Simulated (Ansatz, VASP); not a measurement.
## InAs: VASP beside Ansatz

```
CELL_PARAMETERS angstrom
0.00000 2.87730 2.87730
2.87730 0.00000 2.87730
2.87730 2.87730 0.00000
ATOMIC_POSITIONS crystal
In 0.50000 0.50000 0.50000
As 0.00000 0.00000 0.00000
```

Measurements of this composition are mostly on another form, of space group No. 216.

Alike in both runs: task relaxation of cell and atoms; functional PBEsol; k mesh 6 × 6 × 6; occupations fermi-dirac, width 0.1 eV; no spin polarisation.

|  | VASP | Ansatz |
| --- | --- | --- |
| version | VASP 6.6.1 | Ansatz 0.2.0 |
| potentials or method | VASP PAW PBE potentials, release 64 (In_d, As) | plane waves, PAW |
| plane-wave cutoff (eV) | 600 | 420 |
| valence electrons in the cell | 18 | 28 |

```csv
,VASP,Ansatz,Ansatz less VASP
relaxed volume (Å³/atom),22.68,22.63,-0.046
relaxed cell length with the largest relative difference (Å),4.003,4.000,-0.0027
energy change over the relaxation (meV/atom),-12,-13,-1.0
```

The two sets of potentials don't hold the same shells in valence.

Caveats: the PAW data sets were made with another functional, which shifts forces and pressure a little (VASP).
